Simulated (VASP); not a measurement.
**VASP inputs for InAs (rocksalt)**

INCAR

```
ISIF = 2
PREC = Accurate
LCHARG = .TRUE.
LELF = .TRUE.
ENCUT = 520
NSW = 0
LWAVE = .FALSE.
NBANDS = 16
LREAL = .FALSE.
IBRION = -1
ISMEAR = -1
GGA = PE
SIGMA = 0.02
EDIFF = 1E-7
NELM = 120
LASPH = .TRUE.
```

KPOINTS

```
KPOINTS created by Atomic Simulation Environment
0
Gamma
8 8 8
0 0 0
```

KPOINTS_OPT

```
special points
7
Reciprocal
0.0000000000 0.0000000000 0.0000000000 1
0.5000000000 0.0000000000 0.5000000000 1
0.5000000000 0.2500000000 0.7500000000 1
0.3750000000 0.3750000000 0.7500000000 1
0.5000000000 0.5000000000 0.5000000000 1
0.6250000000 0.2500000000 0.6250000000 1
0.1875000000 0.1875000000 0.3750000000 1
```

POSCAR

```
In As
 1.0000000000000000
    -0.0000000000000000    2.8414336897063346    2.8414336897063346
     2.8414336897063346   -0.0000000000000000    2.8414336897063346
     2.8414336897063346    2.8414336897063346   -0.0000000000000000
 In  As
   1   1
Cartesian
 -0.0000000000000000 -0.0000000000000000 -0.0000000000000000
  2.8414336897063341  2.8414336897063341  2.8414336897063341
```

VASP ran with the recommended PBE PAW datasets (18 valence electrons in the cell).

Question: What does this run give?

Answer: gap between bands v and c -2.73 eV (bands overlap: a metal); least direct gap 0.00 eV; pressure 2.5 GPa.

Band v is the last that the valence electrons fill when counted band by band, and c is the next. Levels in eV from the top of v:

```csv
point,v−1,v,c,c+1
Γ,-0.61,-0.61,-0.61,6.83
X,-3.26,-2.73,-2.73,3.44
W,-4.26,-4.26,1.94,3.81
K,-4.74,-2.06,-0.47,5.16
L,-0.19,-0.19,1.79,2.92
```
